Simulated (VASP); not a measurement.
A run of VASP 6.6.1 is set up as follows.

Contents of INCAR:

```
SYSTEM = TaN
PREC = Accurate
ENCUT = 600
EDIFF = 1E-6
ISMEAR = -1
SIGMA = 0.05
LREAL = .FALSE.
LASPH = .TRUE.
NELM = 80
ALGO = Fast
ISIF = 3
LWAVE = .FALSE.
LCHARG = .FALSE.
GGA = RE
IVDW = 13
IBRION = 2
NSW = 40
EDIFFG = -0.01
```

The input KPOINTS:

```
Automatic mesh
0
G
  10 10 5
  0 0 0
```

Contents of POSCAR:

```
TaN
1.0
    2.9217699809      0.0000000000      0.0000000000
   -1.4608849905      2.5303270275      0.0000000000
    0.0000000000      0.0000000000      5.9165150000
Ta N
2 2
Direct
    0.0000000000      0.0000000000      0.5000000000
    0.0000000000      0.0000000000      0.0000000000
    0.3333333333      0.6666666667      0.2500000000
    0.6666666667      0.3333333333      0.7500000000
```

Potentials or basis: VASP PAW PBE potentials, release 64 (Ta_pv, N).

The run is started by

```bash
$ cat potpaw_PBE.64/Ta_pv/POTCAR potpaw_PBE.64/N/POTCAR > POTCAR
$ mpirun -np 1 vasp_std > vasp.out
```

(1) Estimate the relaxed cell.

(2) Predict the relaxed volume.

(3) Estimate the dispersion energy per atom.

(4) Estimate the space group after relaxing (to 0.05 Å).

## Answers

(1) a = 2.901 Å, b = 2.901 Å, c = 5.884 Å, α = 90.00°, β = 90.00°, γ = 120.00°.

(2) 10.72 Å³/atom.

(3) -0.544 eV.

(4) P6_3/mmc (No. 194).

Caveat: the PAW data sets were made with another functional, which shifts forces and pressure a little; pairwise dispersion overbinds metals, which lowers pressure and volume.
